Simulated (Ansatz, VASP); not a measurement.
**F: VASP beside Ansatz**

INCAR

```
PREC = Accurate
ENCUT = 520
EDIFF = 1E-6
ISMEAR = -1
SIGMA = 0.08
LREAL = False
LASPH = True
NELM = 80
ALGO = Normal
ISIF = 2
LWAVE = False
LCHARG = True
GGA = PS
LELF = True
LVHAR = True
NBANDS = 10
```

The input KPOINTS:

```
Automatic mesh
0
Gamma
  19 19 19
```

The input POSCAR:

```
F
1.0
    0.0000000000      1.6191723469      1.6191723469
    1.6191723469      0.0000000000      1.6191723469
    1.6191723469      1.6191723469      0.0000000000
F
1
Direct
    0.0000000000      0.0000000000      0.0000000000
```

Input for Ansatz:

```yaml
crystal:
  lattice:
    - [0.0, 1.6191723469, 1.6191723469]
    - [1.6191723469, 0.0, 1.6191723469]
    - [1.6191723469, 1.6191723469, 0.0]
  atoms:
    - { symbol: F, position: [0.0, 0.0, 0.0] }
kpoints:
  mp_grid: { grid: [19, 19, 19] }
scf:
  occupations: { method: fermi_dirac, width: 0.08 }
hamiltonian:
  xc: pbesol
  pseudopotentials: { kind: paw }
output:
  forces: true
  stress: true
  eigenvalues: true
  populations: true
  write_density: true
  write_potential: true
  elf: true
  volumetric_format: npy
```

Change from the starting cell: volume scaled by 0.92, PAW files.

Alike in both runs: task single point; functional PBEsol; k mesh 19 × 19 × 19; occupations fermi-dirac, width 0.08 eV; no spin polarisation.

|  | VASP | Ansatz |
| --- | --- | --- |
| version | VASP 6.6.1 | Ansatz 0.2.0 |
| potentials or method | VASP PAW PBE potentials, release 64 (F) | PAW with Ansatz's default frozen-core files, scalar-relativistic |
| plane-wave cutoff (eV) | 520 | 420 |
| valence electrons in the cell | 7 | 7 |

VASP gave:

```
pressure (GPa) : 6.2
```

**Question.** Which values does Ansatz return?

**Answer.** Pressure (GPa): 7.2.

Caveats: the PAW data sets were made with another functional, which shifts forces and pressure a little (VASP); an odd number of electrons without spin polarisation forces a metal; a magnetic or distorted state may lie lower.
